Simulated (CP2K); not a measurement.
## AlO under changes of volume

One of the cells (10.618 Å³/atom); the others are scaled copies at fixed shape and fractional positions:

```
CELL_PARAMETERS angstrom
2.76919 0.00000 0.00000
0.00000 2.76919 0.00000
0.00000 0.00000 2.76919
ATOMIC_POSITIONS crystal
Al 0.50000 0.50000 0.50000
O 0.00000 0.00000 0.00000
```

The cell was built by a generator and needn't be a form met in nature.

- Program: CP2K 2026.2
- Functional: PBEsol
- Potentials or basis: POTENTIAL_UZH Al GTH-PBE-q3, O GTH-PBE-q6; TZVP-MOLOPT-PBE-GTH basis
- Density cutoff: 8163 eV
- k mesh: 10 × 10 × 10
- Occupations: fermi-dirac, width 0.01 eV
- Spin: no spin polarisation

| volume (Å³/atom) | energy over the lowest point (meV/atom) | pressure (GPa) |
| --- | --- | --- |
| 9.981 | ? | ? |
| 10.193 | 2.23 | 3.1 |
| 10.405 | 0.00 | 0.3 |
| 10.618 | 1.34 | -2.4 |
| 10.830 | 6.23 | -4.9 |
| 11.042 | 14.27 | -7.2 |
| 11.255 | 25.16 | -9.2 |

Q: What does the run at 9.981 Å³/atom give?

A: Energy over the lowest point 7.87 meV/atom; pressure 6.2 GPa.

Worked out: A Birch-Murnaghan fit of order 3 (a polynomial in V^(-2/3)) to the other rows has its minimum at 10.43 Å³/atom with B0 = V·E''(V) = 137 GPa and B' = 3.1. It gives 8.58 meV/atom at 9.981 Å³/atom, against the run's 7.87, and -dE/dV = 6.4 GPa, against 6.2.

Energies are extrapolated to zero smearing.

Caveats: the potentials were made for another functional, which shifts forces and pressure; the basis of atomic orbitals isn't converged, which shifts pressures, moduli and gaps; an odd number of electrons without spin polarisation forces a metal; a magnetic or distorted state may lie lower.
